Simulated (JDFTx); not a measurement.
The system is WC (Qusongite).

```xyz
2
Lattice="2.9065 0.0000 0.0000 -1.4532 2.5171 0.0000 0.0000 0.0000 2.8366" Properties=species:S:1:pos:R:3 pbc="T T T"
W     0.0000    0.0000    0.0000
C     1.4533    0.8390    1.4183
```

```yaml
Program: JDFTx 1.7.0 (patched build)
Task: relaxation of cell and atoms
Functional: LDA
Potentials_or_basis: PseudoDojo-SR-LDA-0.4.1-standard
Cutoff: 1116 eV
Density_cutoff: 8925 eV
k_mesh: 10 × 10 × 9
Occupations: fermi-dirac, width 0.05 eV
Spin: no spin polarisation
```

At the start: pressure -10.5 GPa; volume 10.38 Å³/atom.

**Question.** How do energy, volume and symmetry change on relaxing?

**Answer.** Over 5 steps the energy falls by 8.9 meV/atom and the volume is 10.11 Å³/atom (-2.5 %); space group P-6m2 (No. 187, to 0.05 Å).

Step by step:
```tsv
step	energy change (eV)	largest force (eV/Å)	pressure (GPa)	volume (Å³)
1	0.0000	0.0000	-10.53	20.75
2	-0.0069	0.0000	-8.34	20.64
3	-0.0179	0.0000	-0.09	20.23
4	-0.0179	0.0000	-0.02	20.23
5	-0.0179	0.0000	0.00	20.22
```

Final structure:
```
W C
1.0
     2.88280    0.00000    0.00000
    -1.44140    2.49658    0.00000
     0.00000    0.00000    2.81002
W C
1 1
Cartesian
  0.0000 0.0000 0.0000
  1.4414 0.8322 1.4050
```
